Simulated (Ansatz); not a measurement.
# F started in the widest void in rocksalt LiF, 55 atoms, charge −1

Which settings matter for this cell? A base run comes first, then runs with one to three settings changed.

All numbers are computed with Ansatz 0.2.0 (PAW, plane waves).

## (1) Starting point

55 atoms (28 F, 27 Li); a = 8.501 Å, b = 8.501 Å, c = 8.501 Å, α = 60.00°, β = 60.00°, γ = 60.00°. All atoms were shaken off their sites by about 0.02 Å along each axis. Defect site 1: (0.417, 0.417, 0.417).

## (2) PBEsol on the given atoms

in.yaml

```yaml
crystal:
  lattice:
    - [0.000000, 6.011388, 6.011388]
    - [6.011388, 0.000000, 6.011388]
    - [6.011388, 6.011388, 0.000000]
  atoms:
    - { symbol: F, position: [0.500599, 0.165920, 0.168501] }
    - { symbol: F, position: [0.166551, 0.498489, 0.502883] }
    - { symbol: F, position: [0.503524, 0.829480, 0.168254] }
    - { symbol: F, position: [0.502602, 0.166448, 0.834268] }
    - { symbol: F, position: [0.825669, 0.505005, 0.500144] }
    - { symbol: F, position: [0.495100, 0.838228, 0.835913] }
    - { symbol: F, position: [0.168741, 0.495691, 0.171509] }
    - { symbol: F, position: [0.501789, 0.169929, 0.499834] }
    - { symbol: F, position: [0.836525, 0.501692, 0.163818] }
    - { symbol: F, position: [0.164071, 0.497138, 0.841518] }
    - { symbol: F, position: [0.500879, 0.836770, 0.498480] }
    - { symbol: F, position: [0.829552, 0.500438, 0.836585] }
    - { symbol: F, position: [0.165351, 0.170882, 0.497664] }
    - { symbol: F, position: [0.502043, 0.502091, 0.165492] }
    - { symbol: F, position: [0.834447, 0.167128, 0.497734] }
    - { symbol: F, position: [0.166684, 0.837154, 0.495602] }
    - { symbol: F, position: [0.505075, 0.498991, 0.832525] }
    - { symbol: F, position: [0.838257, 0.833087, 0.498629] }
    - { symbol: F, position: [0.170570, 0.162288, 0.164106] }
    - { symbol: F, position: [0.838088, 0.163152, 0.162844] }
    - { symbol: F, position: [0.164119, 0.837448, 0.166602] }
    - { symbol: F, position: [0.167730, 0.167705, 0.832229] }
    - { symbol: F, position: [0.500590, 0.497728, 0.498222] }
    - { symbol: F, position: [0.832013, 0.834648, 0.165540] }
    - { symbol: F, position: [0.831008, 0.167564, 0.837139] }
    - { symbol: F, position: [0.168165, 0.830063, 0.838721] }
    - { symbol: F, position: [0.833497, 0.836176, 0.834938] }
    - { symbol: F, position: [0.416806, 0.413488, 0.420112] }
    - { symbol: Li, position: [0.001750, 0.998313, 0.998710] }
    - { symbol: Li, position: [0.665640, 0.999582, 0.997716] }
    - { symbol: Li, position: [0.998392, 0.664822, 0.997506] }
    - { symbol: Li, position: [0.000652, 0.998717, 0.669497] }
    - { symbol: Li, position: [0.335304, 0.334431, 0.332101] }
    - { symbol: Li, position: [0.670025, 0.667042, 0.999059] }
    - { symbol: Li, position: [0.668430, 0.003866, 0.663978] }
    - { symbol: Li, position: [0.997618, 0.663568, 0.668684] }
    - { symbol: Li, position: [0.669122, 0.663863, 0.667905] }
    - { symbol: Li, position: [0.998923, 0.002520, 0.331850] }
    - { symbol: Li, position: [0.329893, 0.339482, 0.998210] }
    - { symbol: Li, position: [0.668989, 0.998082, 0.334520] }
    - { symbol: Li, position: [0.996423, 0.669764, 0.332344] }
    - { symbol: Li, position: [0.332379, 0.331443, 0.671883] }
    - { symbol: Li, position: [0.665484, 0.666273, 0.330012] }
    - { symbol: Li, position: [0.001792, 0.333228, 0.997374] }
    - { symbol: Li, position: [0.336529, 0.000527, 0.334430] }
    - { symbol: Li, position: [0.670420, 0.333154, 0.995522] }
    - { symbol: Li, position: [0.998889, 0.332889, 0.668207] }
    - { symbol: Li, position: [0.335925, 0.666182, 0.331635] }
    - { symbol: Li, position: [0.664011, 0.339299, 0.666773] }
    - { symbol: Li, position: [0.332618, 0.003005, 0.000390] }
    - { symbol: Li, position: [0.996247, 0.335401, 0.333886] }
    - { symbol: Li, position: [0.330979, 0.667357, 0.001080] }
    - { symbol: Li, position: [0.333378, 0.999637, 0.666413] }
    - { symbol: Li, position: [0.661579, 0.334833, 0.333638] }
    - { symbol: Li, position: [0.332036, 0.668704, 0.663364] }
  symmetry: { detect: false }
kpoints:
  mp_grid: { grid: [1, 1, 1], shift: [0.25, 0.25, 0.25] }
hamiltonian:
  xc: pbesol
total_charge: -1
scf:
  occupations: { method: fermi_dirac, width: 0.01 }
output:
  forces: true
  eigenvalues: true
  populations: true
  charged_corrections: { epsilon: 9 }
  eigenstates: { kpoints: [[0.25, 0.25, 0.25]], e_range: [-6.0, 6.0], localisation: true }
  write_density: true
  write_potential: true
  elf: true
  volumetric_format: npy
```

Command:

```
> ansatz run in.yaml --threads 8 --pin off --max-ram 13300MiB --runs-dir r --events-out ev --progress --plain
```

## (3) Changed settings: smearing width 0.001 eV

Edit in.yaml of step 2 so:

```diff
@@ -68,3 +68,4 @@
 scf:
-  occupations: { method: fermi_dirac, width: 0.01 }
+  occupations: { method: fermi_dirac, width: 0.001 }
+  max_iter: 60
 output:
@@ -72,5 +73,3 @@
   eigenvalues: true
-  populations: true
-  charged_corrections: { epsilon: 9 }
-  eigenstates: { kpoints: [[0.25, 0.25, 0.25]], e_range: [-6.0, 6.0], localisation: true }
+  stress: true
   write_density: true
```

## (4) Variant: charge changed by -2, mixer anderson, occupations tetrahedron

Edit in.yaml of step 3 so:

```diff
@@ -66,6 +66,7 @@
   xc: pbesol
-total_charge: -1
+total_charge: -3
 scf:
-  occupations: { method: fermi_dirac, width: 0.001 }
-  max_iter: 60
+  occupations: { method: tetrahedron }
+  max_iter: 70
+  mixing: { algorithm: anderson }
 output:
```

## (5) Variant: starting moment 2 μB, smearing width 0.001 eV

Edit in.yaml of step 4 so:

```diff
@@ -66,7 +66,9 @@
   xc: pbesol
-total_charge: -3
+total_charge: -1
+magnetization:
+  spin_polarized: true
+  initial_magnetization: 2
 scf:
-  occupations: { method: tetrahedron }
-  max_iter: 70
-  mixing: { algorithm: anderson }
+  occupations: { method: fermi_dirac, width: 0.001 }
+  max_iter: 90
 output:
@@ -75,5 +77 @@
   stress: true
-  write_density: true
-  write_potential: true
-  elf: true
-  volumetric_format: npy
```

## (6) Run again with k points Γ alone, charge changed by -1

Edit in.yaml of step 5 so:

```diff
@@ -61,14 +61,10 @@
     - { symbol: Li, position: [0.332036, 0.668704, 0.663364] }
-  symmetry: { detect: false }
 kpoints:
-  mp_grid: { grid: [1, 1, 1], shift: [0.25, 0.25, 0.25] }
+  mp_grid: { grid: [1, 1, 1] }
 hamiltonian:
   xc: pbesol
-total_charge: -1
-magnetization:
-  spin_polarized: true
-  initial_magnetization: 2
+total_charge: -2
 scf:
-  occupations: { method: fermi_dirac, width: 0.001 }
-  max_iter: 90
+  occupations: { method: fermi_dirac, width: 0.01 }
+  max_iter: 50
 output:
@@ -77 +73,5 @@
   stress: true
+  write_density: true
+  write_potential: true
+  elf: true
+  volumetric_format: npy
```

Before running it: what results should come out? Wanted: for each run, settings; status; energy from base; forces from base.

The runs gave:

| settings | status | cycles | time | energy from base (meV/atom) | forces from base (eV/Å rms) | filled to empty level on the mesh (eV) |
| --- | --- | --- | --- | --- | --- | --- |
| base | converged | 9 | 4.4 s (8 CPU threads) | 0 | 0 | 3.29 |
| smearing width 0.001 eV | converged | 9 | 2.7 s (8 CPU threads) | 0.0 | 0.000 | 3.29 |
| charge changed by -2, mixer anderson, occupations tetrahedron | converged | 9 | 2.6 s (8 CPU threads) | - | 0.073 | 1.03 |
| starting moment 2 μB, smearing width 0.001 eV | converged | 14 | 4.5 s (8 CPU threads) | 0.0 | 0.000 | 3.29 |
| k points Γ alone, charge changed by -1 | converged | 9 | 1.5 s (8 CPU threads) | - | 0.040 | - |

**Reading.** Among these variants the forces move most with charge changed by -2, mixer anderson, occupations tetrahedron (0.073 eV/Å rms).
